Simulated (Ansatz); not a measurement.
# Ge (Fd-3m) in Ansatz: notebook

Runs on Ge. Level: RPBE+D4. Tasks: single point, equation of state.

Program: Ansatz 0.2.0. These are calculated values, not measurements. Logs are shortened: lines on timing, memory, paths and dates and some standing lists are left out, and cuts for length are marked.

**What was measured.**

“Sub-monolayer structures of Ag overlayers on Ge(111): experimental observations and first-principles study”, 2019, arxiv:1908.00180 quotes, for a bulk crystal of Ge: bulk modulus 75.8 GPa.

The results are compared with them further down.

## 1. The structure

It takes space group Fd-3m (No. 227, cubic). The conventional cell has a = 5.658 Å, b = 5.658 Å, c = 5.658 Å, α = 90.00°, β = 90.00°, γ = 90.00°. Ge (site symmetry -43m) has 4 Ge at 2.45 Å as nearest neighbours.

## 2. Single point, RPBE+D4, 21.28 Å³/atom (volume scaled by 0.94)

Contents of input.yaml:

```yaml
crystal:
  lattice:
    - [0.0, 2.7711609388, 2.7711609388]
    - [2.7711609388, 0.0, 2.7711609388]
    - [2.7711609388, 2.7711609388, 0.0]
  atoms:
    - { symbol: Ge, position: [0.75, 0.75, 0.75] }
    - { symbol: Ge, position: [0.5, 0.5, 0.5] }
hamiltonian:
  xc: rpbe
  pseudopotentials: { kind: paw }
  dispersion: d4
kpoints:
  mp_grid: { grid: [8, 8, 8] }
scf:
  occupations: { method: fermi_dirac, width: 0.05 }
output:
  forces: true
  stress: true
  eigenvalues: true
  write_density: true
  write_potential: true
  elf: true
  volumetric_format: npy
```

Potentials or basis: Ansatz PAW.

Launch:

```console
$ ansatz run input.yaml --threads 2 --pin off --max-ram 5120MiB --backend cpu --events-out ev --progress --plain --runs-dir out
```

Standard output:

```text
Warning: RAYON_NUM_THREADS=2 ignored (pool sized by the plan → 2); use --threads N
Engine: ansatz 0.2.0, x86_64-unknown-linux-gnu
Pseudopotentials: kind: paw
Pseudopotential: Ge, paw, valence charge 14, recommended cutoff 420 eV (normal), Ge.paw.azcp
Functional definition: RPBE
  parameter kappa = 0.804
  parameter beta = 0.06672455060314922
  exchange = rpbe_x(kappa = kappa, mu = beta*pi^2/3)
  correlation = pbe_c(beta = beta)
Crystal: 2 atoms, lattice volume = 42.561 Å³
Basis set: ecut = 420 eV, 869 PW (Γ), exchange–correlation on 54×54×54 points (8 copies of the dense FFT grid, shifted against one another)
Bands: 18, of which v1, the nominal top of the filled ones, is band 14 counted from 1 (13 counted from 0)
Symmetry: 48 space group operations
Space group: Fd-3m (ITA 227), of the structure as read, at distance tolerance 3.5e-5 Å
k-points: 29 of 512
Non-local potential: Ge, projectors of the file, l = 0: 2, l = 1: 2, l = 2: 3, l = 3: 1
PAW form: soft (Blöchl's): semilocal exchange-correlation on the pseudo side does not see the compensation charge
PAW frozen core: Ge, regenerated for the run's functional, and the local potential with it (the file was generated under x = pbe(κ = 0.804, μ = 0.2195149727645171), c = pbe(β = 0.06672455060314922))
PAW one-centre angular grid: Ge, 590 points (default); XC on 64 Gauss nodes
Initial density: superposition of atomic densities (neutral atoms: chi_scale 0, normalization atom), corrected by the library's trained network
Initial wavefunctions: pseudopotential atomic-orbital guess
Functional: x = rpbe, c = pbe(β = 0.06672455060314922)
SCF iter   1: F=—  HF=-8602.524822 eV  |F-HF|=—  |Δ(HF+E_count)|=         —  Δρ=2.34e-3  dr2=6.32e-4  ethr=1.77e-3  ⟨swp⟩=6.0  Hψ=2469  notcnv=0
preconditioner: auto → none  [insulator: Δε(μ)=0.449 eV  Ē_g=23.787 eV  σ=0.050 eV  W_gap=0.98  n_scr=14 (ndim 8)  ℏωp=30.1 eV  f_vac=0.053  D(μ)=0.01/eV (n_scr^D=0)  ε∞_Penn≈2.6]
SCF iter   2: F=—  HF=-8602.523766 eV  |F-HF|=—  |Δ(HF+E_count)|=   1.06e-3  Δρ=7.69e-4  dr2=2.09e-4  ethr=2.26e-6  ⟨swp⟩=2.0  Hψ=1163  notcnv=0
SCF iter   3: F=—  HF=-8602.523674 eV  |F-HF|=—  |Δ(HF+E_count)|=   9.18e-5  Δρ=3.55e-4  dr2=3.02e-5  ethr=7.45e-7  ⟨swp⟩=2.0  Hψ=922  notcnv=0
SCF iter   4: F=—  HF=-8602.523704 eV  |F-HF|=—  |Δ(HF+E_count)|=   2.97e-5  Δρ=8.63e-5  dr2=1.46e-6  ethr=1.08e-7  ⟨swp⟩=2.0  Hψ=931  notcnv=0
iter 5 did not close the SCF: its close was put off for the readings that it lacked (scf_convergence_deferred on its scf_iter line)
SCF iter   5: F=-8602.523703 eV  HF=-8602.523703 eV  |F-HF|=4.19e-8  |Δ(HF+E_count)|=   9.45e-7  Δρ=7.35e-6  dr2=1.18e-8  ethr=5.21e-9  ⟨swp⟩=2.0  Hψ=928  notcnv=0
SCF iter   6: F=-8602.523703 eV  HF=-8602.523703 eV  |F-HF|=4.42e-10  |Δ(HF+E_count)|=   4.97e-8  Δρ=1.08e-6  dr2=2.33e-10  ethr=4.23e-11  ⟨swp⟩=5.1  Hψ=2881  notcnv=0
SCF 1 converged in 6 iterations: F = -8602.523703 eV  dr2 = 2.33e-10
SCF converged after 6 iterations
Free energy (F): -8602.523703 eV
Harris-Foulkes:  -8602.523703 eV  (|F-HF|=4.42e-10)
Internal energy: -8602.523604 eV  (E = F + TS)
E sigma→0 (E₀):  -8602.523654 eV
Entropy (-TS):   -0.000099 eV (-0.049 meV/atom)
Fermi energy:    9.749863 eV
--- Per-component energies (eV) ---
  E_band       = -274.296634
  E_kinetic    = 224.805889
  E_local      = -4850.434040  (includes V_loc(G=0)·N_el)
  E_nonlocal   = 837.237761
  E_hartree    = 2134.160066
  E_xc         = -152.257740
  E_vxc        = -130.268220  (∫ρ·V_xc dr)
  E_paw        = -4051.236873  (= ΣΔE_a)
  E_vpaw       = -623.960232  (= ΣTr[D̂ρ^β])
  E_aug_tail   = 0.000861  (compensation charges beyond the density's cutoff)
  E_ewald      = -2743.132721
  E_disp       = -1.302994  (pairwise vdW)
  E_core_change = -0.363813  (= ΣΔE_core)
  E_smearing   = -0.000099  (= −TS)
  E_closure    = -0.000000  (closes the sum)
  Σ components = -8602.523703   (vs F -8602.523703, Δ=0.00e0)
--- Forces (eV/Å), atoms counted from 1 ---
  atom   1  Ge     0.00000000     0.00000000     0.00000000
  atom   2  Ge     0.00000000     0.00000000    -0.00000000
  max |Σ_I F_I| component: 2.78e-17 eV/Å
--- Stress (GPa, compression-positive) ---
        5.531675      -0.000000       0.000000
       -0.000000       5.531675       0.000000
        0.000000      -0.000000       5.531675
  P = ⅓ Tr σ = 5.5317 GPa (55.317 kbar)
--- Band table (eV; the first three rows and the last of 29) ---
  k-point 0: bands = ["-15.3497", "-15.3497", "-15.3497", "-15.3092", "-15.3092", "-15.0622", "-15.0622", "-15.0622", "-15.0425", "-15.0425", "-3.6977", "9.5381", "9.5381", "9.5381", "10.2520", "12.1136", "12.1136", "12.1136"]
  k-point 1: bands = ["-15.3594", "-15.3594", "-15.3468", "-15.2955", "-15.2955", "-15.0748", "-15.0748", "-15.0656", "-15.0319", "-15.0319", "-3.4959", "7.2760", "9.1729", "9.1729", "10.9310", "12.5969", "12.5969", "13.2858"]
  k-point 2: bands = ["-15.3711", "-15.3711", "-15.3398", "-15.2752", "-15.2752", "-15.0902", "-15.0902", "-15.0740", "-15.0205", "-15.0205", "-2.9085", "4.7538", "8.5862", "8.5862", "10.4938", "13.2514", "13.2514", "15.6206"]
  k-point 28: bands = ["-15.4054", "-15.4054", "-15.2409", "-15.2409", "-15.1825", "-15.1825", "-15.1440", "-15.1440", "-14.9819", "-14.9819", "0.5507", "0.5507", "5.3448", "5.3448", "14.1447", "14.1447", "14.3445", "14.3445"]
```

v_z.tsv:

```text
# z_ang	v_es[eV]	v_tot[eV]
# format = ansatz-planar-average/11
# xc	rpbe
# density_cutoff_ev	1680
# datasets	Ge=:simpson_from_first_knot:soft:shift=728952
# lattice	0.000000000	2.771160939	2.771160939
# lattice	2.771160939	0.000000000	2.771160939
# lattice	2.771160939	2.771160939	0.000000000
# sites	2
# site	32	4.156741408	4.156741408	4.156741408
# site	32	2.771160939	2.771160939	2.771160939
0.000000	8.962420e0	1.401424e0
0.145149	9.969083e0	2.751625e0
0.290297	1.058007e1	3.585312e0
0.435446	1.083948e1	3.949611e0
0.580595	1.080313e1	3.898154e0
0.725743	1.046404e1	3.424688e0
[... 19 lines left out ...]
3.628716	6.375319e0	-2.262315e0
3.773865	7.699601e0	-3.325998e-1
```

Run time: 0.91 s. Hardware: 2 threads of AMD EPYC 7B13 (Zen 3), shared host; peak memory 0.37 GiB.

Results:

- Free energy: -8602.5237 eV
- Pressure: 5.5 GPa
- Band gap on the k mesh: 0.45 eV, indirect (least direct gap 0.71 eV)

Caveat: the PAW data sets come from PBE, with cores solved anew for the run's functional, which leaves a small shift of forces and pressure.

## 3. Single point, RPBE+D4, 21.73 Å³/atom (volume scaled by 0.96)

input.yaml: that of step 2 with these lines changed.

```diff
@@ -2,5 +2,5 @@
   lattice:
-    - [0.0, 2.7711609388, 2.7711609388]
-    - [2.7711609388, 0.0, 2.7711609388]
-    - [2.7711609388, 2.7711609388, 0.0]
+    - [0.0, 2.7906767997, 2.7906767997]
+    - [2.7906767997, 0.0, 2.7906767997]
+    - [2.7906767997, 2.7906767997, 0.0]
   atoms:
```

Potentials or basis: Ansatz PAW.

Launch:

```console
$ ansatz run input.yaml --threads 2 --pin off --max-ram 5120MiB --backend cpu --events-out ev --progress --plain --runs-dir out
```

It took 0.85 s on 2 threads of AMD EPYC 7B13 (Zen 3), shared host; peak memory 0.37 GiB.

It converged, with:

```
Free energy            : -8602.5495 eV
Pressure               : 3.7 GPa
Band gap on the k mesh : 0.39 eV, indirect (least direct gap 0.51 eV)
```

Caveat: the PAW data sets come from PBE, with cores solved anew for the run's functional, which leaves a small shift of forces and pressure.

## 4. Single point, RPBE+D4, 22.19 Å³/atom (volume scaled by 0.98)

Contents of input.yaml:

```yaml
crystal:
  lattice:
    - [0.0, 2.8099234548, 2.8099234548]
    - [2.8099234548, 0.0, 2.8099234548]
    - [2.8099234548, 2.8099234548, 0.0]
  atoms:
    - { symbol: Ge, position: [0.75, 0.75, 0.75] }
    - { symbol: Ge, position: [0.5, 0.5, 0.5] }
hamiltonian:
  xc: rpbe
  pseudopotentials: { kind: paw }
  dispersion: d4
kpoints:
  mp_grid: { grid: [8, 8, 8] }
scf:
  occupations: { method: fermi_dirac, width: 0.05 }
output:
  forces: true
  stress: true
  eigenvalues: true
```

Launch:

```console
$ ansatz run input.yaml --threads 2 --pin off --max-ram 5120MiB --backend cpu --events-out ev --progress --plain --runs-dir out
```

Wall time 0.74 s (2 threads of AMD EPYC 7B13 (Zen 3), shared host); peak memory 0.36 GiB.

The run converged. Its results:

```yaml
Free_energy: -8602.5654 eV
Pressure: 2.0 GPa
Band_gap_on_the_k_mesh: 0.32 eV, direct
```

Caveat: the PAW data sets come from PBE, with cores solved anew for the run's functional, which leaves a small shift of forces and pressure.

## 5. Single point, RPBE+D4, 22.64 Å³/atom

input.yaml: that of step 4 with these lines changed.

```diff
@@ -2,5 +2,5 @@
   lattice:
-    - [0.0, 2.8099234548, 2.8099234548]
-    - [2.8099234548, 0.0, 2.8099234548]
-    - [2.8099234548, 2.8099234548, 0.0]
+    - [0.0, 2.82891, 2.82891]
+    - [2.82891, 0.0, 2.82891]
+    - [2.82891, 2.82891, 0.0]
   atoms:
@@ -20 +20,5 @@
   eigenvalues: true
+  write_density: true
+  write_potential: true
+  elf: true
+  volumetric_format: npy
```

Launch:

```console
$ ansatz run input.yaml --threads 2 --pin off --max-ram 5120MiB --backend cpu --events-out ev --progress --plain --runs-dir out
```

It took 0.91 s on 2 threads of AMD EPYC 7B13 (Zen 3), shared host; peak memory 0.37 GiB.

Results (log left out):

```yaml
Free_energy: -8602.5725 eV
Pressure: 0.5 GPa
Band_gap_on_the_k_mesh: 0.14 eV, direct
```

Caveat: the PAW data sets come from PBE, with cores solved anew for the run's functional, which leaves a small shift of forces and pressure.

## 6. Single point, RPBE+D4, 23.09 Å³/atom (volume scaled by 1.02)

input.yaml: that of step 5 with these lines changed.

```diff
@@ -2,5 +2,5 @@
   lattice:
-    - [0.0, 2.82891, 2.82891]
-    - [2.82891, 0.0, 2.82891]
-    - [2.82891, 2.82891, 0.0]
+    - [0.0, 2.8476450493, 2.8476450493]
+    - [2.8476450493, 0.0, 2.8476450493]
+    - [2.8476450493, 2.8476450493, 0.0]
   atoms:
```

Potentials or basis: Ansatz PAW.

Launch:

```console
$ ansatz run input.yaml --threads 2 --pin off --max-ram 5120MiB --backend cpu --events-out ev --progress --plain --runs-dir out
```

Run time: 0.88 s. Hardware: 2 threads of AMD EPYC 7B13 (Zen 3), shared host; peak memory 0.37 GiB.

Results (log left out):

| Item | Value |
| --- | --- |
| Free energy | -8602.5719 eV |
| Pressure | -0.7 GPa |
| Band gap on the k mesh | none (metal or under the smearing width) |

Caveat: pairwise dispersion overbinds metals, which lowers pressure and volume; the PAW data sets come from PBE, with cores solved anew for the run's functional, which leaves a small shift of forces and pressure.

## 7. Single point, RPBE+D4, 23.54 Å³/atom (volume scaled by 1.04)

Contents of input.yaml:

```yaml
crystal:
  lattice:
    - [0.0, 2.8661367691, 2.8661367691]
    - [2.8661367691, 0.0, 2.8661367691]
    - [2.8661367691, 2.8661367691, 0.0]
  atoms:
    - { symbol: Ge, position: [0.75, 0.75, 0.75] }
    - { symbol: Ge, position: [0.5, 0.5, 0.5] }
hamiltonian:
  xc: rpbe
  pseudopotentials: { kind: paw }
  dispersion: d4
kpoints:
  mp_grid: { grid: [8, 8, 8] }
scf:
  occupations: { method: fermi_dirac, width: 0.05 }
output:
  forces: true
  stress: true
  eigenvalues: true
```

Launch:

```console
$ ansatz run input.yaml --threads 2 --pin off --max-ram 5120MiB --backend cpu --events-out ev --progress --plain --runs-dir out
```

Wall time 0.73 s (2 threads of AMD EPYC 7B13 (Zen 3), shared host); peak memory 0.37 GiB.

The run converged. Its results:

```
Free energy            : -8602.5647 eV
Pressure               : -1.8 GPa
Band gap on the k mesh : none (metal or under the smearing width)
```

Caveat: pairwise dispersion overbinds metals, which lowers pressure and volume; the PAW data sets come from PBE, with cores solved anew for the run's functional, which leaves a small shift of forces and pressure.

## 8. Single point, RPBE+D4, 24.00 Å³/atom (volume scaled by 1.06)

input.yaml: that of step 7 with these lines changed.

```diff
@@ -2,5 +2,5 @@
   lattice:
-    - [0.0, 2.8661367691, 2.8661367691]
-    - [2.8661367691, 0.0, 2.8661367691]
-    - [2.8661367691, 2.8661367691, 0.0]
+    - [0.0, 2.8843929095, 2.8843929095]
+    - [2.8843929095, 0.0, 2.8843929095]
+    - [2.8843929095, 2.8843929095, 0.0]
   atoms:
@@ -20 +20,5 @@
   eigenvalues: true
+  write_density: true
+  write_potential: true
+  elf: true
+  volumetric_format: npy
```

Launch:

```console
$ ansatz run input.yaml --threads 2 --pin off --max-ram 5120MiB --backend cpu --events-out ev --progress --plain --runs-dir out
```

It took 0.94 s on 2 threads of AMD EPYC 7B13 (Zen 3), shared host; peak memory 0.38 GiB.

Results (log left out):

| Item | Value |
| --- | --- |
| Free energy | -8602.5514 eV |
| Pressure | -2.8 GPa |
| Band gap on the k mesh | none (metal or under the smearing width) |

Caveat: pairwise dispersion overbinds metals, which lowers pressure and volume; the PAW data sets come from PBE, with cores solved anew for the run's functional, which leaves a small shift of forces and pressure.

## 9. Equation of state, RPBE+D4

Potentials or basis: Ansatz PAW.

This step only gathers the single runs of the series.

Results:

* Equilibrium volume: 22.83 Å³/atom
* Bulk modulus: 65 GPa
* Pressure derivative of the bulk modulus: 5.6

Energy against volume, from the lowest point:
| volume (Å³/atom) | energy (meV/atom) |
| --- | --- |
| 21.281 | 24.38 |
| 21.733 | 11.46 |
| 22.186 | 3.53 |
| 22.639 | 0.00 |
| 23.092 | 0.27 |
| 23.545 | 3.90 |
| 23.997 | 10.55 |

Caveat: the potentials were made for another functional, which shifts forces and pressure.

## 10. How close it comes

Step 9. A measured bulk modulus of Ge is 75.8 GPa (quoted in “Sub-monolayer structures of Ag overlayers on Ge(111): experimental observations and first-principles study”, 2019, arxiv:1908.00180); the calculated 65 GPa misses it by -14.5 %. The fit is for a static lattice scaled at fixed shape and fixed fractional positions. The cell as given is a measured one (22.64 Å³/atom); RPBE+D4 puts the equilibrium volume +0.8 % from it, thermal expansion not counted.
